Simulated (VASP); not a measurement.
# PbS (Fm-3m) in VASP: a series of runs, part 2 of 2

VASP 6.6.1. Earlier steps stand in the parts before.

## 3. Band structure, HSE06

Contents of POSCAR:

```
PbS                                     
1.0
    0.0000000000      2.9734091263      2.9734091263
    2.9734091263      0.0000000000      2.9734091263
    2.9734091263      2.9734091263      0.0000000000
  Pb              S             
     1     1
Direct
     0.0000000000000000    0.0000000000000000    0.0000000000000000
     0.5000000000000000    0.5000000000000000    0.5000000000000000
```

Contents of INCAR.step1:

```
SYSTEM = PbS
PREC = Accurate ; ENCUT = 520
EDIFF = 1E-5 ; ISMEAR = 0
SIGMA = 0.02 ; LREAL = .False.
LASPH = .True. ; NELM = 80
ALGO = Normal ; ISIF = 2
LWAVE = .True. ; LCHARG = .False.
NBANDS = 17 ; GGA = PE
KPAR = 4
```

Contents of INCAR.step2:

```
SYSTEM = PbS
PREC = Accurate ; ENCUT = 520
EDIFF = 1E-7 ; ISMEAR = 0
SIGMA = 0.02 ; LREAL = .False.
LASPH = .True. ; NELM = 80
ALGO = Normal ; ISIF = 2
LWAVE = .False. ; LCHARG = .False.
GGA = PE ; LHFCALC = .True.
HFSCREEN = 0.2 ; PRECFOCK = Fast
NBANDS = 17 ; ISTART = 1
KPAR = 4
```

Contents of KPOINTS:

```
Automatic mesh
0
Gamma
  6 6 6
  0 0 0
```

Contents of KPOINTS_OPT:

```
path GXWKGLUWLK,UX
10
line-mode
reciprocal
 0.0000000000  0.0000000000  0.0000000000  G
 0.5000000000  0.0000000000  0.5000000000  X

 0.5000000000  0.0000000000  0.5000000000  X
 0.5000000000  0.2500000000  0.7500000000  W

 0.5000000000  0.2500000000  0.7500000000  W
 0.3750000000  0.3750000000  0.7500000000  K

 0.3750000000  0.3750000000  0.7500000000  K
 0.0000000000  0.0000000000  0.0000000000  G

 0.0000000000  0.0000000000  0.0000000000  G
 0.5000000000  0.5000000000  0.5000000000  L

 0.5000000000  0.5000000000  0.5000000000  L
 0.6250000000  0.2500000000  0.6250000000  U

 0.6250000000  0.2500000000  0.6250000000  U
 0.5000000000  0.2500000000  0.7500000000  W

 0.5000000000  0.2500000000  0.7500000000  W
 0.5000000000  0.5000000000  0.5000000000  L

 0.5000000000  0.5000000000  0.5000000000  L
 0.3750000000  0.3750000000  0.7500000000  K

 0.6250000000  0.2500000000  0.6250000000  U
 0.5000000000  0.0000000000  0.5000000000  X
```

Potentials or basis: VASP PAW PBE potentials, release 64 (Pb_d, S).

The run is started by

```
$ cat potpaw_PBE.64/Pb_d/POTCAR potpaw_PBE.64/S/POTCAR > POTCAR
$ cp INCAR.step1 INCAR
$ mpirun -np 4 vasp_std > vasp.out
$ cp INCAR.step2 INCAR
$ mpirun -np 4 vasp_std > vasp.out
```

OUTCAR:

```text
SYSTEM = PbS
   PREC = Accurate
   ENCUT = 520
   EDIFF = 1E-7
   ISMEAR = 0
   LREAL = .False.
   LASPH = .True.
   NELM = 80
   ISIF = 2
   GGA = PE
   LHFCALC = .True.
   HFSCREEN = 0.2
   PRECFOCK = Fast
   ISTART = 1

 ion  position               nearest neighbor table
   1  0.000  0.000  0.000-   2 2.97   2 2.97   2 2.97   2 2.97   2 2.97   2 2.97
   2  0.500  0.500  0.500-   1 2.97   1 2.97   1 2.97   1 2.97   1 2.97   1 2.97

  LATTYP: Found a face centered cubic cell.
 ALAT       =     5.9468182526

  Lattice vectors:

 A1 = (   0.0000000000,   2.9734091263,   2.9734091263)
 A2 = (   2.9734091263,   0.0000000000,   2.9734091263)
 A3 = (   2.9734091263,   2.9734091263,   0.0000000000)

Analysis of symmetry for initial positions (statically):
=====================================================================
 Subroutine PRICEL returns:
 Original cell was already a primitive cell.

 Routine SETGRP: Setting up the symmetry group for a
 face centered cubic supercell.

 Subroutine GETGRP returns: Found 48 space group operations
 (whereof 48 operations were pure point group operations)
 out of a pool of 48 trial point group operations.

The static configuration has the point symmetry O_h .

Analysis of symmetry for dynamics (positions and initial velocities):
=====================================================================
 Subroutine PRICEL returns:
 Original cell was already a primitive cell.

 Routine SETGRP: Setting up the symmetry group for a
 face centered cubic supercell.

 Subroutine GETGRP returns: Found 48 space group operations
 (whereof 48 operations were pure point group operations)
 out of a pool of 48 trial point group operations.

The dynamic configuration has the point symmetry O_h .

[... 112 lines left out ...]
  Thomas-Fermi vector in A             =   2.322366
   LORBIT       =      0    0 simple, 1 ext, 2 COOP (PROOUT), +10 PAW based schemes
   GGA     = PE    functional components
   LHFCALC =     T    Hartree Fock is set to
   PRECFOCK=fast      Normal, Fast or Accurate (Low or Medium for compatibility)
   ENCUT4O =  -1.0   cutoff for four orbital integrals eV
   NKREDX  =     1    reduce k-point grid by
   NKREDY  =     1    reduce k-point grid by
   NKREDZ  =     1    reduce k-point grid by
   AEXX    =    0.2500 exact exchange contribution
   HFSCREEN=    0.2000 screening length (either q_TF or 0.3 A-1)
   HFSCREENC=   0.2000 screening length for correlation (either q_TF or 0.3 A-1)
   ENCUTFOCK=  -1.0 apply spherical cutoff to Coloumb kernel
   IVDW    =     0    specifies the selected vdW correction
   LEPSILON=     F    determine dielectric tensor
   LRPA    =     F    only Hartree local field effects (RPA)
 non-spin polarized calculation
 Gauss-broadening in eV      SIGMA  =   0.02
  energy-cutoff  :      520.00
  volume of cell :       52.58
 maximum number of plane-waves:      1430
  NGX = 18; NGY = 18; NGZ = 18

 number of electron      19.9999999 magnetization

 Free energy of the ion-electron system (eV)
  ---------------------------------------------------
  ext. energy  EPLUGINS =         0.00000000
  ---------------------------------------------------
  free energy    TOTEN  =       -10.43912607 eV

  energy without entropy =      -10.43912607  energy(sigma->0) =      -10.43912607

 E-fermi :   5.5907     XC(G=0):  -8.0034

 val. band max:        5.4262161378   @ k =   0.5000   0.0000   0.0000
 cond. band min:       6.2643610354   @ k =   0.5000   0.0000   0.0000
 fundamental gap:      0.8381448976
 Fermi energy:         5.5907175423

 k-point     1 :       0.0000    0.0000    0.0000
  band No.  band energies     occupation
      1     -13.1563      2.00000
      2     -13.1563      2.00000
      3     -13.1563      2.00000
      4     -13.1518      2.00000
      5     -13.1518      2.00000
      6      -9.6538      2.00000
[... 297 lines left out ...]
      4     -13.1194      2.00000
      5     -13.0976      2.00000
      6      -7.8595      2.00000
[... 9 lines left out ...]
     16      18.3055      0.00000
     17      18.8100      0.00000

------------------------ aborting loop because EDIFF is reached ----------------------------------------

  FORCE on cell =-STRESS in cart. coord.  units (eV):
  Direction    XX          YY          ZZ          XY          YZ          ZX
  --------------------------------------------------------------------------------------
  -------------------------------------------------------------------------------------
  Total        0.1763864      0.1763864      0.1763864     -0.0000000      0.0000000      0.0000000
  in kB        5.3750383      5.3750383      5.3750383     -0.0000000      0.0000000      0.0000000
  external PRESSURE =       5.3750383 kB  Pullay stress =       0.0000000 kB

 VOLUME and BASIS-vectors are now :
 -----------------------------------------------------------------------------
  energy-cutoff  :      520.00
  volume of cell :       52.58
      direct lattice vectors                 reciprocal lattice vectors
     0.000000000  2.973409126  2.973409126    -0.168157148  0.168157148  0.168157148
     2.973409126  0.000000000  2.973409126     0.168157148 -0.168157148  0.168157148
     2.973409126  2.973409126  0.000000000     0.168157148  0.168157148 -0.168157148

 POSITION                                       TOTAL-FORCE (eV/Angst)
 -----------------------------------------------------------------------------------
      0.00000      0.00000      0.00000        -0.000000     -0.000000      0.000000
      2.97341      2.97341      2.97341         0.000000      0.000000     -0.000000
 -----------------------------------------------------------------------------------
    total drift:                                0.000023      0.000007      0.000075

  FREE ENERGIE OF THE ION-ELECTRON SYSTEM (eV)
  ---------------------------------------------------
  free  energy   TOTEN  =       -10.4391260699 eV

  energy  without entropy=      -10.4391260699  energy(sigma->0) =      -10.43912607
```

Run time: 20 min. Hardware: 4 MPI ranks of Intel Xeon 6975P-C (Granite Rapids), shared host; peak memory 0.39 GiB.

Results:

```
Free energy             : -10.4391 eV
Pressure                : 0.5 GPa
Band gap on the k mesh  : 0.84 eV, direct
Band gap along the path : 0.84 eV, direct
```

Levels at the corners of the path, in eV from the valence-band top:
| point | band 8 | band 9 | band 10 | band 11 | band 12 | band 13 |
| --- | --- | --- | --- | --- | --- | --- |
| Γ | -2.51 | -2.51 | -2.51 | 6.04 | 6.04 | 6.04 |
| X | -5.79 | -3.89 | -3.89 | 4.42 | 6.47 | 6.57 |
| X | -5.79 | -3.89 | -3.89 | 4.42 | 6.47 | 6.57 |
| W | -4.95 | -4.95 | -1.21 | 2.78 | 5.43 | 5.43 |
| W | -4.95 | -4.95 | -1.21 | 2.78 | 5.43 | 5.43 |
| K | -5.34 | -3.33 | -2.74 | 3.97 | 4.85 | 5.88 |
| K | -5.34 | -3.33 | -2.74 | 3.97 | 4.85 | 5.88 |
| Γ | -2.51 | -2.51 | -2.51 | 6.04 | 6.04 | 6.04 |
| Γ | -2.51 | -2.51 | -2.51 | 6.04 | 6.04 | 6.04 |
| L | -2.11 | -2.11 | 0.00 | 0.84 | 2.51 | 2.51 |
| L | -2.11 | -2.11 | 0.00 | 0.84 | 2.51 | 2.51 |
| U | -5.34 | -3.33 | -2.74 | 3.97 | 4.85 | 5.88 |
| U | -5.34 | -3.33 | -2.74 | 3.97 | 4.85 | 5.88 |
| W | -4.95 | -4.95 | -1.21 | 2.78 | 5.43 | 5.43 |
| W | -4.95 | -4.95 | -1.21 | 2.78 | 5.43 | 5.43 |
| L | -2.11 | -2.11 | 0.00 | 0.84 | 2.51 | 2.51 |
| L | -2.11 | -2.11 | 0.00 | 0.84 | 2.51 | 2.51 |
| K | -5.34 | -3.33 | -2.74 | 3.97 | 4.85 | 5.88 |
| U | -5.34 | -3.33 | -2.74 | 3.97 | 4.85 | 5.88 |
| X | -5.79 | -3.89 | -3.89 | 4.42 | 6.47 | 6.57 |

Caveat: the PAW data sets were made with another functional, which shifts forces and pressure a little; spin-orbit coupling is left out, which as a rule narrows the gap of such compounds by several tenths of an eV.
